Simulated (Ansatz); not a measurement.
Write the native input for Ansatz 0.2.0 that does the following.

```
Task                                : band structure
Functional                          : LDA
Potentials or basis                 : Ansatz PAW
Cutoff                              : 420 eV (not typed: the program's choice for these potentials)
k mesh                              : 8 × 8 × 2
Occupations                         : fermi-dirac, width 0.05 eV
Spin                                : no spin polarisation
Path                                : [["G", "M", "K", "G", "A", "L", "H", "A"], ["L", "M"], ["K", "H"]]
Points for each segment of the path : 10
```

ZnS (Wurtzite-6H):

```
Zn S
1.0
     3.81200    0.00000    0.00000
    -1.90600    3.30129    0.00000
     0.00000    0.00000   18.68999
Zn S
6 6
Direct
  0.33333 0.66667 0.83333
  0.66667 0.33333 0.33333
  0.66667 0.33333 0.66667
  0.33333 0.66667 0.16667
  0.00000 0.00000 0.50000
  0.00000 0.00000 0.00000
  0.33333 0.66667 0.95833
  0.66667 0.33333 0.45833
  0.66667 0.33333 0.79167
  0.33333 0.66667 0.29167
  0.00000 0.00000 0.62500
  0.00000 0.00000 0.12500
```

One way to write it, as run:

input.yaml

```yaml
crystal:
  lattice:
    - [3.812, 0.0, 0.0]
    - [-1.906, 3.3012888392, 0.0]
    - [0.0, 0.0, 18.68999]
  atoms:
    - { symbol: Zn, position: [0.3333333333, 0.6666666667, 0.83333] }
    - { symbol: Zn, position: [0.6666666667, 0.3333333333, 0.33333] }
    - { symbol: Zn, position: [0.6666666667, 0.3333333333, 0.66667] }
    - { symbol: Zn, position: [0.3333333333, 0.6666666667, 0.16667] }
    - { symbol: Zn, position: [0.0, 0.0, 0.5] }
    - { symbol: Zn, position: [0.0, 0.0, 0.0] }
    - { symbol: S, position: [0.3333333333, 0.6666666667, 0.95833] }
    - { symbol: S, position: [0.6666666667, 0.3333333333, 0.45833] }
    - { symbol: S, position: [0.6666666667, 0.3333333333, 0.79167] }
    - { symbol: S, position: [0.3333333333, 0.6666666667, 0.29167] }
    - { symbol: S, position: [0.0, 0.0, 0.625] }
    - { symbol: S, position: [0.0, 0.0, 0.125] }
hamiltonian:
  xc: lda
  pseudopotentials: { kind: paw }
kpoints:
  mp_grid: { grid: [8, 8, 2] }
  band_path:
    path:
      - [[0.0, 0.0, 0.0], [0.5, 0.0, 0.0], [0.3333333333, 0.3333333333, 0.0], [0.0, 0.0, 0.0], [0.0, 0.0, 0.5], [0.5, 0.0, 0.5], [0.3333333333, 0.3333333333, 0.5], [0.0, 0.0, 0.5]]
      - [[0.5, 0.0, 0.5], [0.5, 0.0, 0.0]]
      - [[0.3333333333, 0.3333333333, 0.0], [0.3333333333, 0.3333333333, 0.5]]
    npoints: 10
scf:
  occupations: { method: fermi_dirac, width: 0.05 }
  n_extra_bands: 30
output:
  forces: true
  stress: true
  eigenvalues: true
  fatbands: true
```

Potentials or basis: Ansatz PAW.

The run is started by

```console
$ ansatz run input.yaml --threads 2 --pin off --max-ram 5120MiB --backend cpu --events-out ev --progress --plain --runs-dir out
```

It gave:

The pressure is -4.1 GPa. The largest force is 0.028 eV/Å. The band gap on the k mesh is 1.91 eV, direct and the band gap along the path is 1.91 eV, direct.

Caveat: the cell's inner coordinates are idealised or old, which leaves forces on the atoms; the PAW data sets come from PBE, with cores solved anew for the run's functional, which leaves a small shift of forces and pressure.

Run time: 87 s on 2 threads of Intel(R) Xeon(R) Platinum 8375C CPU @ 2.90GHz (Ice Lake), on a shared host, peak memory 1.2 GiB.
